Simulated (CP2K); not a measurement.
Set up this calculation in CP2K 2026.2, as the native input.

| Quantity | Value |
| --- | --- |
| Task | single point |
| Functional | PBEsol |
| Potentials or basis | POTENTIAL_UZH S GTH-PBE-q6, Mg GTH-PBE-q10; TZVP-MOLOPT-PBE-GTH basis |
| Density cutoff | 19048 eV |
| k mesh | 8 × 8 × 8 |
| Occupations | fermi-dirac, width 0.05 eV |
| Spin | no spin polarisation |
| SCF solver | diagonalisation with k points |
| Quickstep method | GPW |
| EPS_DEFAULT | 1.0E-10 |
| EPS_SCF | 1.0E-6 |
| MAX_SCF | 100 |
| SCF_GUESS | ATOMIC |
| k points reduced by the point group | yes |
| Mesh centred on Gamma | yes |
| CHOLESKY | OFF |
| EPS_EIGVAL | 1.0E-7 |
| MIXING METHOD | BROYDEN_MIXING |
| MIXING ALPHA | 0.4 |
| NBUFFER | 8 |
| NGRIDS | 4 |
| Basis sets | S TZVP-MOLOPT-PBE-GTH-q6, Mg TZVP-MOLOPT-PBE-GTH-q10 |
| Potentials | S GTH-PBE-q6 of POTENTIAL_UZH, Mg GTH-PBE-q10 of POTENTIAL_UZH |
| ADDED_MOS | [10] |
| REL_CUTOFF (Ry) | 60 Ry |
| MIXING BETA (1/bohr) | 1.5 1/bohr |
| CUTOFF of the grids | 1400 Ry |

Crystal: MgS.

```
S Mg
1.0
     4.00664    0.00000    0.00000
     2.00332    3.46985    0.00000
     2.00332    1.15662    3.27141
S Mg
1 1
Direct
  0.25000 0.25000 0.25000
  0.00000 0.00000 0.00000
```

The cell comes from a database or a generator and needn't be the stable form of this composition.

One way to write it, as run:

mgs_scf.inp

```
&GLOBAL
  PROJECT mgs_scf
  RUN_TYPE ENERGY_FORCE
  PRINT_LEVEL LOW
&END GLOBAL
&FORCE_EVAL
  METHOD QS
  STRESS_TENSOR ANALYTICAL
  &DFT
    BASIS_SET_FILE_NAME BASIS_MOLOPT_UZH
    POTENTIAL_FILE_NAME POTENTIAL_UZH
    &MGRID
      CUTOFF 1400
      REL_CUTOFF 60
      NGRIDS 4
    &END MGRID
    &QS
      METHOD GPW
      EPS_DEFAULT 1.0E-10
    &END QS
    &KPOINTS
      SCHEME MONKHORST-PACK 8 8 8
      GAMMA_CENTERED T
      SYMMETRY T
      SYMMETRY_BACKEND SPGLIB
    &END KPOINTS
    &SCF
      SCF_GUESS ATOMIC
      EPS_SCF 1.0E-6
      MAX_SCF 100
      ADDED_MOS 10
      CHOLESKY OFF
      EPS_EIGVAL 1.0E-7
      &DIAGONALIZATION ON
        ALGORITHM STANDARD
      &END DIAGONALIZATION
      &MIXING ON
        METHOD BROYDEN_MIXING
        ALPHA 0.4
        BETA 1.5
        NBUFFER 8
      &END MIXING
      &SMEAR ON
        METHOD FERMI_DIRAC
        ELECTRONIC_TEMPERATURE [K] 580.226
      &END SMEAR
    &END SCF
    &XC
      &XC_FUNCTIONAL
        &GGA_X_PBE_SOL
        &END GGA_X_PBE_SOL
        &GGA_C_PBE_SOL
        &END GGA_C_PBE_SOL
      &END XC_FUNCTIONAL
    &END XC
    &PRINT
      &KPOINTS ON
      &END KPOINTS
      &MULLIKEN ON
      &END MULLIKEN
      &MO ON
        ENERGIES T
        OCCUPATION_NUMBERS T
        &EACH
          QS_SCF 0
        &END EACH
        ADD_LAST NUMERIC
      &END MO
      &LOWDIN ON
      &END LOWDIN
      &HIRSHFELD ON
        SHAPE_FUNCTION DENSITY
      &END HIRSHFELD
    &END PRINT
  &END DFT
  &SUBSYS
    &CELL
      A 4.0066367940 0.0000000000 0.0000000000
      B 2.0033183970 3.4698492474 0.0000000000
      C 2.0033183970 1.1566164158 3.2714052433
      PERIODIC XYZ
    &END CELL
    &COORD
      SCALED
      S   0.2500000000 0.2500000000 0.2500000000
      Mg  0.0000000000 0.0000000000 0.0000000000
    &END COORD
    &KIND S
      BASIS_SET TZVP-MOLOPT-PBE-GTH-q6
      POTENTIAL GTH-PBE-q6
    &END KIND
    &KIND Mg
      BASIS_SET TZVP-MOLOPT-PBE-GTH-q10
      POTENTIAL GTH-PBE-q10
    &END KIND
    &PRINT
      &ATOMIC_COORDINATES ON
      &END ATOMIC_COORDINATES
      &CELL ON
      &END CELL
    &END PRINT
  &END SUBSYS
  &PRINT
    &FORCES ON
    &END FORCES
    &STRESS_TENSOR ON
    &END STRESS_TENSOR
  &END PRINT
&END FORCE_EVAL
```

Potentials or basis: POTENTIAL_UZH S GTH-PBE-q6, Mg GTH-PBE-q10; TZVP-MOLOPT-PBE-GTH basis.

Run with:

```bash
$ OMP_NUM_THREADS=1 cp2k.psmp -i mgs_scf.inp -o mgs_scf.out
```

Results of the run:

```json
{"Pressure": "1.2 GPa", "Band gap on the k mesh": "3.14 eV, direct", "Mulliken charges": "S -1.07; Mg +1.07 e", "Hirshfeld charges": "S -0.31; Mg +0.31 e"}
```

Caveat: Mulliken charges move with the basis; the potentials were made for another functional, which shifts forces and pressure; the basis of atomic orbitals isn't converged, which shifts pressures, moduli and gaps.

Run time: 24 s on 1 thread of Arm Neoverse V2, with other jobs on the host, peak memory 0.72 GiB.
